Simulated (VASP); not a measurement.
**BAs: density of states with PBE**

Crystal: BAs.

```
B As
1.0
     0.00000    2.38850    2.38850
     2.38850    0.00000    2.38850
     2.38850    2.38850    0.00000
B As
1 1
Cartesian
  0.0000 0.0000 0.0000
  1.1943 1.1943 1.1943
```

| Property | Result |
| --- | --- |
| Program | VASP 6.6.1 |
| Task | density of states |
| Functional | PBE |
| Potentials or basis | VASP PAW PBE potentials, release 64 (B, As) |
| Cutoff | 520 eV |
| k mesh | 7 × 7 × 7 |
| Occupations | gaussian, width 0.01 eV |
| Spin | no spin polarisation |
| Dipole correction | no |
| k mesh for the DOS | 11 × 11 × 11 |
| Occupations for the DOS | tetrahedron |
| Further INCAR settings | ALGO = Normal; EDIFF = 1e-06; NBANDS = 11 |

The valence electrons inside the program's atomic spheres are B 1.84; As 2.92.

Levels at points of the mesh, in eV from the valence-band top:
| k point | band 1 | band 2 | band 3 | band 4 | band 5 | band 6 | band 7 | band 8 | band 9 |
| --- | --- | --- | --- | --- | --- | --- | --- | --- | --- |
| (0.00, 0.00, 0.00) | -15.40 | 0.00 | 0.00 | 0.00 | 3.27 | 3.27 | 3.27 | 4.69 | 9.58 |

States per cell in windows of 1 eV (zero at the valence-band top; states under -8 eV left out):
```tsv
from (eV)	total	As2_p	B1_p	B1_s	As2_d	As2_s	B1_d
-8.0	0.74	0.15	0.04	0.17	0.01	0.05	0.00
-7.0	0.30	0.07	0.03	0.05	0.00	0.03	0.00
-6.0	0.77	0.20	0.12	0.04	0.01	0.03	0.00
-5.0	0.92	0.26	0.18	0.04	0.01	0.02	0.00
-4.0	1.10	0.33	0.25	0.03	0.02	0.02	0.00
-3.0	0.98	0.30	0.25	0.01	0.02	0.01	0.00
-2.0	0.56	0.18	0.15	0.01	0.01	0.00	0.00
-1.0	0.13	0.04	0.04	0.00	0.00	0.00	0.00
0.0	0.00	0.00	0.00	0.00	0.00	0.00	0.00
1.0	0.15	0.01	0.02	0.01	0.01	0.01	0.00
2.0	0.66	0.05	0.09	0.04	0.06	0.04	0.00
3.0	1.35	0.10	0.23	0.11	0.11	0.12	0.00
4.0	1.03	0.17	0.16	0.07	0.08	0.04	0.00
5.0	1.18	0.19	0.21	0.07	0.09	0.05	0.00
6.0	1.05	0.18	0.22	0.06	0.08	0.04	0.00
7.0	0.91	0.17	0.20	0.05	0.07	0.02	0.00
```

It took 12 s on 1 thread of Intel(R) Xeon(R) Platinum 8488C (Sapphire Rapids) (shared host), peak memory 0.15 GiB.
